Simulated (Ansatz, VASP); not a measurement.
This is a calculation of Ge for Ansatz 0.2.0.

File input.yaml:

```yaml
crystal:
  lattice:
    - [-2.5915398167, 2.5915398167, 1.4066673013]
    - [2.5915398167, -2.5915398167, 1.4066673013]
    - [2.5915398167, 2.5915398167, -1.4066673013]
  atoms:
    - { symbol: Ge, position: [0.5, 0.5, 0.0] }
    - { symbol: Ge, position: [0.25, 0.75, 0.5] }
kpoints:
  mp_grid: { grid: [11, 11, 11] }
scf:
  occupations: { method: fermi_dirac, width: 0.05 }
hamiltonian:
  xc: lda
  pseudopotentials: { kind: all_electron, lapw: { basis_error: 0.001 } }
output:
  forces: true
  stress: true
  eigenvalues: true
```

Potentials or basis: all-electron LAPW, scalar-relativistic.

The run is started by

```sh
$ ansatz run input.yaml --threads 1 --pin off --max-ram 3072MiB --backend cpu --events-out ev --progress --plain --runs-dir out
```

**Question.** Set up the same calculation for VASP 6.6.1. Potentials there: VASP PAW LDA potentials, release 64 (Ge_d).

**Answer.** As run (the cutoff follows the program's own potentials):

INCAR

```
PREC     = Accurate       # precision mode
ENCUT    = 520            # plane-wave cutoff, eV
EDIFF    = 1E-6           # SCF threshold, eV
ISMEAR   = -1             # smearing method
SIGMA    = 0.05           # smearing width, eV
LREAL    = F              # projectors in reciprocal space
LASPH    = T              # aspherical terms in the spheres
NELM     = 100            # most SCF steps
ALGO     = Normal         # electronic algorithm
ISIF     = 2              # what is computed and relaxed
LWAVE    = F              # write WAVECAR
LCHARG   = F              # write CHGCAR
NBANDS   = 21             # bands
```

File KPOINTS:

```
Automatic mesh
0
Gamma
  11 11 11
```

File POSCAR:

```
Ge
1.0
   -2.5915398167      2.5915398167      1.4066673013
    2.5915398167     -2.5915398167      1.4066673013
    2.5915398167      2.5915398167     -1.4066673013
Ge
2
Direct
    0.5000000000      0.5000000000      0.0000000000
    0.2500000000      0.7500000000      0.5000000000
```

Potentials or basis: VASP PAW LDA potentials, release 64 (Ge_d).

The run is started by

```sh
$ cat potpaw_LDA.64/Ge_d/POTCAR > POTCAR
$ mpirun -np 1 vasp_std > vasp.out
```

Both were run:

|  | VASP | Ansatz | Ansatz less VASP |
| --- | --- | --- | --- |
| gap on the k mesh at the Fermi level (eV) | none | none | - |
| pressure (GPa) | -3.8 | -3.8 | +0.03 |
| largest component of the traceless stress (GPa) | 0.21 | 0.24 | +0.022 |

A gap of «none» marks a metal or a gap that the smearing closes. Ansatz ran all-electron here, so the differences hold the error of VASP's frozen core and of both bases.
